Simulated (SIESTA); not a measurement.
Runs of SIESTA 5.4.2 on Ta2N. It takes space group P-3m1 (No. 164, trigonal). The conventional cell has a = 3.113 Å, b = 3.113 Å, c = 4.870 Å, α = 90.00°, β = 90.00°, γ = 120.00°. Ta (site symmetry 3m) has 3 N at 2.18 Å as nearest neighbours. N (site symmetry -3m) has 6 Ta at 2.18 Å as nearest neighbours. The cell comes from a database or a generator and needn't be the stable form of this composition.

```tsv
task	level	potentials or basis	cell	k mesh	force tolerance	stress tolerance (GPa)	grid cutoff	energy shift	gap on the mesh (eV)	pressure (GPa)	V0 of scaled cells (Å³/atom)	B0 (GPa)
equation of state	PBE	PseudoDojo 0.4 standard (PBE files), DZP (energy shift 0.003 Ry; two zetas on semicore shells)	as given	10 × 10 × 6	-	-	800 Ry	0.003 Ry	-	-	(b)	(a)
equation of state	LDA	PseudoDojo 0.4 standard (LDA files), DZP (energy shift 0.003 Ry; two zetas on semicore shells)	as given	10 × 10 × 6	-	-	800 Ry	0.003 Ry	-	-	13.03	317
band structure	PBE	PseudoDojo 0.4 standard (PBE files), DZP (energy shift 0.003 Ry; two zetas on semicore shells)	as given	10 × 10 × 6	-	-	800 Ry	0.003 Ry	none	1.8	-	-
relaxation of cell and atoms	revPBE	PseudoDojo 0.4 standard (PBE files), DZP (energy shift 0.002 Ry)	relaxed	8 × 8 × 4	0.01 eV/Å	0.05	1200 Ry	0.002 Ry	none	0.0	-	-
```

Alike in all rows: no spin polarisation; smearing fermi-dirac 0.05 eV.

**Question.** Estimate the missing entries.

**Answer.** (a) 281; (b) 13.71.

Caveats: the basis of atomic orbitals isn't converged, which shifts pressures, moduli and gaps; short orbitals over semicore shells can move pressures by several GPa (some runs); the cell was scaled at fixed shape and fractional positions, which overstates the stiffness of a crystal with free parameters, most of all of layers and chains (some runs); semicore shells carry a single zeta, which can move pressures by several GPa and volumes by a few percent (some runs); the potentials were made for another functional, which shifts forces and pressure (some runs).

A k mesh can miss the band edges, and the runs leave out spin-orbit coupling on Ta.

A gap of «none» marks a metal or a gap under the smearing width.

Not every run made on this cell is shown here.
